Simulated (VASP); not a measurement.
# BAs (F-43m) in VASP: a series of runs, part 2 of 2

VASP 6.6.1. The steps go on from the part before.

### 6 Relaxation of cell and atoms, revPBE

This run uses another cell than the first one, of 13.63 Å³/atom, 0.980 times its volume.

The input, INCAR:

```
PREC = Accurate
ENCUT = 600
EDIFF = 1E-6
ISMEAR = 0
SIGMA = 0.02
LREAL = False
LASPH = True
NELM = 60
ALGO = Fast
ISIF = 3
LWAVE = False
LCHARG = False
GGA = RE
IBRION = 2
NSW = 100
EDIFFG = -0.005
```

The input, KPOINTS:

```
Automatic mesh
0
Gamma
  10 10 10
```

The input, POSCAR:

```
BAs
1.0
    0.0000000000      2.3885000000      2.3885000000
    2.3885000000      0.0000000000      2.3885000000
    2.3885000000      2.3885000000      0.0000000000
B As
1 1
Direct
    0.0000000000      0.0000000000      0.0000000000
    0.2500000000      0.2500000000      0.2500000000
```

Potentials or basis: VASP PAW PBE potentials, release 64 (B, As).

Launch:

```console
$ cat potpaw_PBE.64/B/POTCAR potpaw_PBE.64/As/POTCAR > POTCAR
$ mpirun -np 1 vasp_std > vasp.out
```

OUTCAR:

```text
PREC = Accurate
   ENCUT = 600
   EDIFF = 1E-6
   ISMEAR = 0
   LREAL = False
   LASPH = True
   NELM = 60
   ISIF = 3
   GGA = RE
   IBRION = 2
   NSW = 100
   EDIFFG = -0.005

 ion  position               nearest neighbor table
   1  0.000  0.000  0.000-   2 2.07   2 2.07   2 2.07   2 2.07
   2  0.250  0.250  0.250-   1 2.07   1 2.07   1 2.07   1 2.07

  LATTYP: Found a face centered cubic cell.
 ALAT       =     4.7770000000

  Lattice vectors:

 A1 = (   0.0000000000,   2.3885000000,   2.3885000000)
 A2 = (   2.3885000000,   0.0000000000,   2.3885000000)
 A3 = (   2.3885000000,   2.3885000000,   0.0000000000)

Analysis of symmetry for initial positions (statically):
=====================================================================
 Subroutine PRICEL returns:
 Original cell was already a primitive cell.

 Routine SETGRP: Setting up the symmetry group for a
 face centered cubic supercell.

 Subroutine GETGRP returns: Found 24 space group operations
 (whereof 24 operations were pure point group operations)
 out of a pool of 48 trial point group operations.

The static configuration has the point symmetry T_d .

Analysis of symmetry for dynamics (positions and initial velocities):
[... 172 lines left out ...]
  external PRESSURE =      53.4613720 kB  Pullay stress =       0.0000000 kB
[... 59 lines left out ...]
--------------------------------------- Ionic step        3  -------------------------------------------

 number of electron       8.0000000 magnetization

 Free energy of the ion-electron system (eV)
  ---------------------------------------------------
  ext. energy  EPLUGINS =         0.00000000
  ---------------------------------------------------
  free energy    TOTEN  =       -10.86704991 eV

  energy without entropy =      -10.86704991  energy(sigma->0) =      -10.86704991

 E-fermi :   5.8855     XC(G=0): -10.3525

 val. band max:        5.7827782980   @ k =   0.0000   0.0000   0.0000
 cond. band min:       7.0217088670   @ k =   0.4000   0.4000   0.0000
 fundamental gap:      1.2389305690
 Fermi energy:         5.8855295000

 k-point     1 :       0.0000    0.0000    0.0000
  band No.  band energies     occupation
      1      -9.2739      2.00000
      2       5.7828      2.00000
      3       5.7828      2.00000
      4       5.7828      2.00000
      5       9.0110      0.00000
      6       9.0110      0.00000
      7       9.0110      0.00000
      8       9.9981      0.00000
[... 243 lines left out ...]
 k-point    24 :       0.4000    0.3000    0.0000
  band No.  band energies     occupation
      1      -6.7311      2.00000
      2      -0.5896      2.00000
      3       1.9638      2.00000
      4       2.4314      2.00000
      5       7.5210      0.00000
      6       9.1882      0.00000
      7      14.3736      0.00000
      8      14.6221      0.00000

 [... further k-points ...]

------------------------ aborting loop because EDIFF is reached ----------------------------------------

  FORCE on cell =-STRESS in cart. coord.  units (eV):
  Direction    XX          YY          ZZ          XY          YZ          ZX
  --------------------------------------------------------------------------------------
  -------------------------------------------------------------------------------------
  Total        0.0004844      0.0004844      0.0004844      0.0000000      0.0000000      0.0000000
  in kB        0.0273919      0.0273919      0.0273919      0.0000000      0.0000000      0.0000000
  external PRESSURE =       0.0273919 kB  Pullay stress =       0.0000000 kB
[... 17 lines left out ...]
  FREE ENERGIE OF THE ION-ELECTRON SYSTEM (eV)
  ---------------------------------------------------
  free  energy   TOTEN  =       -10.8670499058 eV

  energy  without entropy=      -10.8670499058  energy(sigma->0) =      -10.86704991

 reached required accuracy - stopping structural energy minimisation
```

OSZICAR:

```text
N       E                     dE             d eps       ncg     rms          rms(c)
DAV:   1     0.138725230806E+02    0.13873E+02   -0.42058E+03   752   0.980E+02
DAV:   2    -0.111197824748E+02   -0.24992E+02   -0.24362E+02  1096   0.112E+02
DAV:   3    -0.114431694781E+02   -0.32339E+00   -0.32339E+00   872   0.170E+01
DAV:   4    -0.114436319737E+02   -0.46250E-03   -0.46250E-03  1152   0.677E-01
[... 22 lines left out ...]
RMM:   2    -0.108686089786E+02    0.47218E-02   -0.36280E-03   752   0.482E-01    0.212E-01
RMM:   3    -0.108671470655E+02    0.14619E-02   -0.24136E-03   752   0.341E-01    0.591E-02
RMM:   4    -0.108670484486E+02    0.98617E-04   -0.26305E-04   752   0.141E-01    0.453E-02
RMM:   5    -0.108670503512E+02   -0.19026E-05   -0.21889E-05   752   0.413E-02    0.646E-03
RMM:   6    -0.108670499058E+02    0.44544E-06   -0.21550E-06   597   0.138E-02
   3 F= -.10867050E+02 E0= -.10867050E+02  d E =-.174081E-01
```

Run time: 30 s. Hardware: 1 thread of AMD EPYC 7R13 (Zen 3), shared host; peak memory 0.14 GiB.

What came out:

```yaml
Free_energy: -10.8670 eV
Relaxed_volume: 14.17 Å³/atom
Relaxed_cell: a = 3.422 Å, b = 3.422 Å, c = 3.422 Å, α = 60.00°, β = 60.00°, γ = 60.00°
Space_group_after_relaxing_to_0.05_Å: F-43m (No. 216)
Energy_gained_by_relaxing: 8.7 meV/atom
Ionic_steps: 3
Pressure_after_relaxing: 0.0 GPa
Band_gap_on_the_k_mesh: 1.24 eV, indirect (least direct gap 3.23 eV)
```

The path:
| step | energy change (eV) | largest force (eV/Å) | pressure (GPa) | volume (Å³) |
| --- | --- | --- | --- | --- |
| 1 | 0.0000 | 0.0000 | 5.35 | 27.25 |
| 2 | -0.0098 | 0.0000 | -3.14 | 29.09 |
| 3 | -0.0174 | 0.0000 | 0.00 | 28.33 |

Final structure:
```
B As
1.0
     0.00000    2.41966    2.41966
     2.41966    0.00000    2.41966
     2.41966    2.41966    0.00000
B As
1 1
Direct
  0.00000 0.00000 0.00000
  0.25000 0.25000 0.25000
```

Caveat: the PAW data sets were made with another functional, which shifts forces and pressure a little.

### 7 Overview

```tsv
task	level	cell	k mesh	cutoff (eV)	smearing	gap on the mesh (eV)	pressure (GPa)	relaxed volume (Å³/atom)
single point	PBE	F-43m, 13.9 Å³/atom	10 × 10 × 10	520	gaussian 0.02 eV	1.20	0.6	-
relaxation of cell and atoms	PBE	relaxed	10 × 10 × 10	600	gaussian 0.02 eV	1.20	0.0	13.97
single point	PBE	F-43m, 13.63 Å³/atom	6 × 6 × 6	520	gaussian 0.1 eV	1.27	3.5	-
single point	revPBE	F-43m, 14.11 Å³/atom	10 × 10 × 10	520	gaussian 0.02 eV	1.23	0.5	-
relaxation of cell and atoms	revPBE	relaxed	10 × 10 × 10	600	gaussian 0.02 eV	1.24	0.0	14.17
```

Alike in all rows: potentials or basis VASP PAW PBE potentials, release 64 (B, As); no spin polarisation.

On the cell as given the gap runs from 1.20 eV (PBE) to 1.27 eV (PBE); the meshes differ, which moves gaps too. The pressure there spans 0.5 GPa (revPBE) to 3.5 GPa (PBE); a positive pressure means that this level wants a larger cell, a negative one a smaller.

Caveats: the PAW data sets were made with another functional, which shifts forces and pressure a little (some runs).

Absolute energies hang on the potentials; compare differences alone.
